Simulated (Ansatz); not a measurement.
## Abstraction of F: C4H9F + CH2F → C4H9 + CH2F2

Species: C4H9F `CCCCF`, singlet; CH2F `[CH2]F`, doublet; C4H9 `[CH2]CCC`, doublet; CH2F2 (difluoromethane) `FCF`, singlet. A radical takes F: the energy is the difference in strength between two C–F bonds in different surroundings.

Shapes, held fixed at every level: PBE0-D4/def2-TZVP. Flexible molecules stand in one conformer, not always the lowest. Programs: Ansatz 0.2.0. Electronic energies: no zero-point or thermal term.

**Question.** Estimate ΔE of this reaction.

**Answer.** MP2/def2-TZVPP gives ΔE = -31.9 kJ/mol; the levels span -33.3 to -27.3. The median of the levels is -28.9. No measured value is set beside it here. Open shells run unrestricted unless RO is named.

```json
{"level": "PBE-D4/def2-TZVPP", "kind": "GGA", "ΔE (kJ/mol)": "-28.9"}
{"level": "r2SCAN-D4/def2-TZVPP", "kind": "meta-GGA", "ΔE (kJ/mol)": "-33.3"}
{"level": "B3LYP-D4/def2-TZVPP", "kind": "global hybrid", "ΔE (kJ/mol)": "-28.1"}
{"level": "wB97M-V/def2-TZVPP", "kind": "range-separated hybrid", "ΔE (kJ/mol)": "-28.8"}
{"level": "wB97X-V/def2-TZVPP", "kind": "range-separated hybrid", "ΔE (kJ/mol)": "-27.3"}
{"level": "B2PLYP/def2-TZVPP", "kind": "double hybrid", "ΔE (kJ/mol)": "-30.2"}
{"level": "MP2/def2-TZVPP", "kind": "perturbation theory", "ΔE (kJ/mol)": "-31.9"}
```
